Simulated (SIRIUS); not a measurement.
# Ti (P6_3/mmc) in SIRIUS: reference runs

How does Ti come out in PBEsol? The cell is run as given and disturbed.

All numbers are computed with SIRIUS 7.12.0; they aren't measurements. Logs are shortened: lines on timing, memory, paths and dates and some standing lists are left out, and cuts for length are marked. The log counts tension as positive stress, the text compression.

### Step 1. The crystal as given

It takes space group P6_3/mmc (No. 194, hexagonal). Conventional cell: a = 2.950 Å, b = 2.950 Å, c = 4.680 Å, α = 90.00°, β = 90.00°, γ = 120.00°. Ti (site symmetry -6m2) has 12 Ti at 2.89 to 2.95 Å as nearest neighbours.

### Step 2. Single point, PBEsol

sirius.json reads:

```json
{
  "control": {
    "processing_unit": "cpu",
    "std_evp_solver_name": "lapack",
    "gen_evp_solver_name": "lapack",
    "verbosity": 2,
    "print_forces": true,
    "ortho_rf": true,
    "use_second_variation": true,
    "rmt_max": 3.0,
    "num_bands_to_print": 23,
    "save_wf": true
  },
  "parameters": {
    "electronic_structure_method": "full_potential_lapwlo",
    "xc_functionals": ["XC_GGA_X_PBE_SOL", "XC_GGA_C_PBE_SOL"],
    "core_relativity": "dirac",
    "valence_relativity": "iora",
    "num_fv_states": 23,
    "smearing": "fermi_dirac",
    "smearing_width": 0.0018374661,
    "pw_cutoff": 20,
    "gk_cutoff": 3.67,
    "lmax_apw": 10,
    "lmax_rho": 8,
    "lmax_pot": 8,
    "num_mag_dims": 0,
    "auto_rmt": 0,
    "ngridk": [10, 10, 6],
    "shiftk": [0, 0, 0],
    "num_dft_iter": 80,
    "energy_tol": 1e-07,
    "density_tol": 1e-05,
    "use_symmetry": true
  },
  "settings": {"tol_ne": 1e-10},
  "iterative_solver": {"type": "exact"},
  "mixer": {"type": "anderson", "beta": 0.5, "max_history": 8},
  "unit_cell": {
    "lattice_vectors": [[5.5746920676, 0.0, 0.0], [-2.7873460338, 4.8278249489, 0.0], [0.0, 0.0, 8.8439182632]],
    "atom_types": ["Ti"],
    "atom_files": {"Ti": "Ti.json"},
    "atoms": {"Ti": [[0.6666666667, 0.3333333333, 0.75], [0.3333333333, 0.6666666667, 0.25]]}
  }
}
```

Ti.json reads:

```json
{
  "name": "titanium",
  "symbol": "Ti",
  "number": 22,
  "mass": 47.867,
  "rmin": 1e-06,
  "rmt": 2.4,
  "nrmt": 800,
  "rinf": 17.51,
  "core": "1s2s2p",
  "valence": [
    {"basis": [{"enu": 0.09, "dme": 0, "n": 0, "auto": 0}, {"enu": 0.09, "dme": 1, "n": 0, "auto": 0}]},
    {"l": 0, "n": 1, "basis": [{"enu": 0.19, "dme": 0, "n": 0, "auto": 0}]},
    {"l": 1, "n": 2, "basis": [{"enu": 0.19, "dme": 0, "n": 0, "auto": 0}]},
    {"l": 2, "n": 3, "basis": [{"enu": 0.19, "dme": 0, "n": 0, "auto": 0}]},
    {"l": 3, "n": 4, "basis": [{"enu": 0.19, "dme": 0, "n": 0, "auto": 0}]}
  ],
  "lo": [
    {"l": 0, "basis": [{"enu": 0.19, "dme": 0, "n": 0, "auto": 0}, {"enu": 0.19, "dme": 1, "n": 0, "auto": 0}]},
    {
      "l": 0,
      "basis": [{"enu": -1.9303, "dme": 0, "n": 3, "auto": 1}, {"enu": -1.9303, "dme": 1, "n": 3, "auto": 1}]
    },
    {
      "l": 0,
      "basis": [{"enu": -1.9303, "dme": 1, "n": 3, "auto": 1}, {"enu": 0.19, "dme": 0, "n": 0, "auto": 0}]
    },
    {"l": 0, "basis": [{"enu": 0.19, "dme": 0, "n": 0, "auto": 0}, {"enu": 2.9678, "dme": 0, "n": 0, "auto": 0}]},
    {"l": 1, "basis": [{"enu": 0.19, "dme": 0, "n": 0, "auto": 0}, {"enu": 0.19, "dme": 1, "n": 0, "auto": 0}]},
    {
      "l": 1,
      "basis": [{"enu": -1.0703, "dme": 0, "n": 3, "auto": 1}, {"enu": -1.0703, "dme": 1, "n": 3, "auto": 1}]
    },
    {
      "l": 1,
      "basis": [{"enu": -1.0703, "dme": 1, "n": 3, "auto": 1}, {"enu": 0.19, "dme": 0, "n": 0, "auto": 0}]
    },
    {"l": 1, "basis": [{"enu": 0.19, "dme": 0, "n": 0, "auto": 0}, {"enu": 3.3844, "dme": 0, "n": 0, "auto": 0}]},
    {"l": 2, "basis": [{"enu": 0.19, "dme": 0, "n": 0, "auto": 0}, {"enu": 0.19, "dme": 1, "n": 0, "auto": 0}]},
    {"l": 2, "basis": [{"enu": 0.19, "dme": 1, "n": 0, "auto": 0}, {"enu": 0.19, "dme": 2, "n": 0, "auto": 0}]},
    {"l": 2, "basis": [{"enu": 0.19, "dme": 0, "n": 0, "auto": 0}, {"enu": 2.8983, "dme": 0, "n": 0, "auto": 0}]},
    {"l": 3, "basis": [{"enu": 0.19, "dme": 0, "n": 0, "auto": 0}, {"enu": 0.19, "dme": 1, "n": 0, "auto": 0}]},
    {"l": 3, "basis": [{"enu": 0.19, "dme": 0, "n": 0, "auto": 0}, {"enu": 3.2108, "dme": 0, "n": 0, "auto": 0}]}
  ],
  "free_atom": [... radial grid and density of the free atom, the start of the SCF ...]
}
```

sirius_start.json reads:

```json
{
  "control": {
    "processing_unit": "cpu",
    "std_evp_solver_name": "lapack",
    "gen_evp_solver_name": "lapack",
    "verbosity": 1,
    "print_forces": false,
    "ortho_rf": true,
    "use_second_variation": true,
    "rmt_max": 3.0,
    "num_bands_to_print": 23,
    "save_wf": false
  },
  "parameters": {
    "electronic_structure_method": "full_potential_lapwlo",
    "xc_functionals": ["XC_LDA_X", "XC_LDA_C_PW"],
    "core_relativity": "dirac",
    "valence_relativity": "iora",
    "num_fv_states": 23,
    "smearing": "fermi_dirac",
    "smearing_width": 0.0055123983,
    "pw_cutoff": 20,
    "gk_cutoff": 2.93,
    "lmax_apw": 10,
    "lmax_rho": 8,
    "lmax_pot": 8,
    "num_mag_dims": 0,
    "auto_rmt": 0,
    "ngridk": [4, 4, 2],
    "shiftk": [0, 0, 0],
    "num_dft_iter": 30,
    "energy_tol": 0.01,
    "density_tol": 0.05,
    "use_symmetry": true
  },
  "settings": {"tol_ne": 1e-10},
  "iterative_solver": {"type": "exact"},
  "mixer": {"type": "anderson", "beta": 0.5, "max_history": 8},
  "unit_cell": {
    "lattice_vectors": [[5.5746920676, 0.0, 0.0], [-2.7873460338, 4.8278249489, 0.0], [0.0, 0.0, 8.8439182632]],
    "atom_types": ["Ti"],
    "atom_files": {"Ti": "Ti.json"},
    "atoms": {"Ti": [[0.6666666667, 0.3333333333, 0.75], [0.3333333333, 0.6666666667, 0.25]]}
  }
}
```

Potentials or basis: all-electron FP-LAPW, apw+lo standard.

On the command line:

```
$ OMP_NUM_THREADS=1 sirius.scf --input=sirius_start.json --output=start.json
$ OMP_NUM_THREADS=1 sirius.scf --input=sirius.json --output=output.json --task=1
```

Output:

```text
[info] SIRIUS version : 7.12.0
[info] number of MPI ranks           : 1
[info] MPI grid                      : 1 1
[info] maximum number of OMP threads : 1
[fft] FFT context for density and potential
[fft] =====================================
[fft]   plane wave cutoff                     : 20
[fft]   grid size                             : 40 40 60   total : 96000
[fft]   grid limits                           : -19 20   -19 20   -29 30
[fft]   number of G-vectors within the cutoff : 32187
[fft]   number of G-shells                    : 1663
[fft] FFT context for coarse grid
[fft] =====================================
[fft]   plane wave cutoff                     : 7.34
[fft]   grid size                             : 16 16 24   total : 6144
[fft]   grid limits                           : -7 8   -7 8   -11 12
[fft]   number of G-vectors within the cutoff : 1617
[fft]   number of G-shells                    : 116
[unit cell] lattice vectors
[unit cell]   a1 :       5.5746920676      0.0000000000      0.0000000000
[unit cell]   a2 :      -2.7873460338      4.8278249489      0.0000000000
[unit cell]   a3 :       0.0000000000      0.0000000000      8.8439182632
[unit cell] reciprocal lattice vectors
[unit cell]   b1 :       1.1270910090      0.6507262974     -0.0000000000
[unit cell]   b2 :       0.0000000000      1.3014525948      0.0000000000
[unit cell]   b3 :       0.0000000000     -0.0000000000      0.7104526659
[unit cell] unit cell volume :       238.02200974 [a.u.^3]
[unit cell] 1/sqrt(omega)    :         0.06481738
[unit cell] MT volume        :       115.81167158 (48.66%)
[unit cell] IT volume        :       122.21033816 (51.34%)
[unit cell] number of atom types : 1
[unit cell] type id : 0 symbol : Ti mt_radius :   2.400000 num_atoms : 2
[unit cell] total number of atoms : 2
[unit cell] number of symmetry classes : 1
[unit cell] atom id  type id  class id             position                      vector_field
[unit cell] ------------------------------------------------------------------------------------------
[unit cell]      0        0        0      0.66667   0.33333   0.75000      0.00000   0.00000   0.00000
[unit cell]      1        0        0      0.33333   0.66667   0.25000      0.00000   0.00000   0.00000
[unit cell] atom id         position (Cartesian, a.u.)
[unit cell] ---------------------------------------------
[unit cell]      0       2.787346    1.609275    6.632939
[unit cell]      1      -0.000000    3.218550    2.210980
[unit cell] class id : 0 atom id : 0 1
[unit cell] minimum bond length:     5.469258
[sym] space group number   : 194
[sym] international symbol : P6_3/mmc
[sym] Hall symbol          : -P 6c 2c
[sym] space group transformation matrix :
[... 283 lines left out ...]
[diagonalize] ik:    2   -1.807363   -1.803345   -0.949033   -0.934978   -0.931471   -0.931057   -0.928144   -0.926453    0.084965    0.201539    0.252021    0.265467    0.301669    0.313889    0.315711    0.327845    0.332974    0.342420    0.394691    0.464142    0.567386    0.728349    0.823834
[diagonalize] ik:    3   -1.806125   -1.803010   -0.945942   -0.940211   -0.936428   -0.932616   -0.929789   -0.927261    0.125662    0.211628    0.227078    0.252410    0.298608    0.301654    0.305264    0.356504    0.357627    0.366725    0.398788    0.521824    0.562178    0.636448    0.755066
[diagonalize] ik:    4   -1.804986   -1.802872   -0.944466   -0.942740   -0.940295   -0.933835   -0.931815   -0.927946    0.165824    0.203737    0.211093    0.249041    0.292990    0.297453    0.309036    0.383299    0.390462    0.393654    0.400997    0.519861    0.578271    0.601055    0.703013
[diagonalize] ...
[diagonalize] ik:   51   -1.803683   -1.803683   -0.947587   -0.947587   -0.933841   -0.933841   -0.930752   -0.930752    0.185703    0.185703    0.246548    0.246548    0.295940    0.295940    0.339906    0.339906    0.393159    0.393159    0.425922    0.425922    0.590576    0.590576    0.747611
[diagonalize] ik:   52   -1.804204   -1.804204   -0.944572   -0.944572   -0.933843   -0.933843   -0.930283   -0.930283    0.183232    0.183232    0.251617    0.251617    0.274427    0.274427    0.327041    0.327041    0.395012    0.395012    0.403605    0.403605    0.695969    0.695969    0.713290
[diagonalize] ik:   53   -1.803684   -1.803684   -0.946089   -0.946089   -0.935751   -0.935751   -0.930407   -0.930407    0.197723    0.197723    0.251749    0.251749    0.271107    0.271107    0.330346    0.330346    0.394560    0.394560    0.442832    0.442832    0.623340    0.623340    0.679918
[diagonalize] ik:   54   -1.803484   -1.803484   -0.946635   -0.946635   -0.936568   -0.936568   -0.930391   -0.930391    0.201994    0.201994    0.252172    0.252172    0.269529    0.269529    0.337133    0.337133    0.390353    0.390353    0.469541    0.469541    0.583125    0.583125    0.669630
[diagonalize] ik:   55   -1.803408   -1.803408   -0.945623   -0.945623   -0.938264   -0.938264   -0.930259   -0.930259    0.217004    0.217004    0.243270    0.243270    0.264068    0.264068    0.332198    0.332198    0.388937    0.388937    0.496226    0.496226    0.590023    0.590023    0.623239
[generate_core_charge_density] atom class : 0
[generate_core_charge_density]   n,l,k : 1 0 1  energy :        -178.20197915
[generate_core_charge_density]   n,l,k : 2 0 1  energy :         -19.22076762
[generate_core_charge_density]   n,l,k : 2 1 1  energy :         -15.96981066
[generate_core_charge_density]   n,l,k : 2 1 2  energy :         -15.75803450
[find] Total energy                   :   -1705.74188456 (Ha),   -3411.48376912 (Ry)
[find] iteration : 1, RMS (target) : 6.8135e-02 (1.0000e-05) , energy difference (target) : -6.4566e-06 (1.0000e-07)
[find] Total energy                   :   -1705.74187743 (Ha),   -3411.48375485 (Ry)
[find] iteration : 2, RMS (target) : 4.9110e-03 (1.0000e-05) , energy difference (target) : 7.1326e-06 (1.0000e-07)
[find] Total energy                   :   -1705.74188228 (Ha),   -3411.48376457 (Ry)
[find] iteration : 3, RMS (target) : 1.3644e-03 (1.0000e-05) , energy difference (target) : -4.8557e-06 (1.0000e-07)
[find] Total energy                   :   -1705.74188354 (Ha),   -3411.48376708 (Ry)
[find] iteration : 4, RMS (target) : 6.5425e-05 (1.0000e-05) , energy difference (target) : -1.2572e-06 (1.0000e-07)
[find] Total energy                   :   -1705.74188349 (Ha),   -3411.48376699 (Ry)
[find] iteration : 5, RMS (target) : 1.5855e-05 (1.0000e-05) , energy difference (target) : 4.5660e-08 (1.0000e-07)
[find] Charges and magnetic moments
[find] --------------------------------------------------------------------------------
[find] atom      charge    core leakage
[... 8 lines left out ...]
[find] valence_eval_sum               :     -16.62059778
[find] core_eval_sum                  :    -979.43271440
[find] kinetic energy                 :    1721.61102489
[find] enuc                           :   -2040.00745785
[find] <rho|V^{XC}>                   :    -107.78769279
[find] <rho|E^{XC}>                   :     -82.40711085
[find] <mag|B^{XC}>                   :       0.00000000
[find] <rho|V^{H}>                    :   -2609.87664428
[find] smearing (-TS)                 :      -0.00072947
[find] SCF correction                 :      -0.00001755
[find] Total energy                   :   -1705.74188350 (Ha),   -3411.48376699 (Ry)
[find] Free energy (E-TS)             :   -1705.74261296 (Ha),   -3411.48522593 (Ry)
[find] band gap (eV)                  :       0.00000000
[find] Efermi                         :       0.27795074
[find] iteration : 6, RMS (target) : 1.4641e-06 (1.0000e-05) , energy difference (target) : -1.1146e-09 (1.0000e-07)
[find] converged after 7 SCF iterations!
[find] Charges and magnetic moments
[find] --------------------------------------------------------------------------------
[find] atom      charge    core leakage
[find] --------------------------------------------------------------------------------
[find]    0   20.338141    6.035715e-10
[find]    1   20.338141    6.035715e-10
[find] total core leakage    : 1.20714292e-09
[find] interstitial charge   : 3.323717
[find] total charge          : 43.999999
[find] Energy
[find] --------------------------------------------------------------------------------
[find] valence_eval_sum               :     -16.62059778
[find] core_eval_sum                  :    -979.43271440
[find] kinetic energy                 :    1721.61102489
[find] enuc                           :   -2040.00745785
[find] <rho|V^{XC}>                   :    -107.78769279
[find] <rho|E^{XC}>                   :     -82.40711085
[find] <mag|B^{XC}>                   :       0.00000000
[find] <rho|V^{H}>                    :   -2609.87664428
[find] smearing (-TS)                 :      -0.00072947
[find] SCF correction                 :      -0.00001755
[find] Total energy                   :   -1705.74188350 (Ha),   -3411.48376699 (Ry)
[find] Free energy (E-TS)             :   -1705.74261296 (Ha),   -3411.48522593 (Ry)
[find] band gap (eV)                  :       0.00000000
[find] Efermi                         :       0.27795074
[ground_state]
[ground_state] ==== total Forces in Ha/bohr =====
[ground_state] atom:    0, force:      -0.0000000     -0.0000000      0.0000000
[ground_state] atom:    1, force:       0.0000000      0.0000000      0.0000000
[ground_state] ==== contribution from density =====
[ground_state] atom:    0, force:       0.0000000     -0.0000000      0.0000000
[ground_state] atom:    1, force:       0.0000000      0.0000000      0.0000000
[ground_state] ==== contribution from Hartree potential =====
[ground_state] atom:    0, force:      -0.0000000      0.0000000      0.0000000
[ground_state] atom:    1, force:       0.0000000     -0.0000000      0.0000000
[ground_state] ==== contribution from IBS =====
[ground_state] atom:    0, force:       0.0000000     -0.0000000      0.0000000
[ground_state] atom:    1, force:       0.0000000      0.0000000      0.0000000
```

Run time: 44 s. Hardware: 1 thread of Arm Neoverse V2, shared host; peak memory 0.44 GiB.

What came out:

- Free energy: -46415.6211 eV
- Band gap on the k mesh: none (metal or under the smearing width)
- All electrons inside the program's atomic spheres: Ti 20.34 (radii Ti 2.4 bohr)

(Continued in part 2 of 2.)
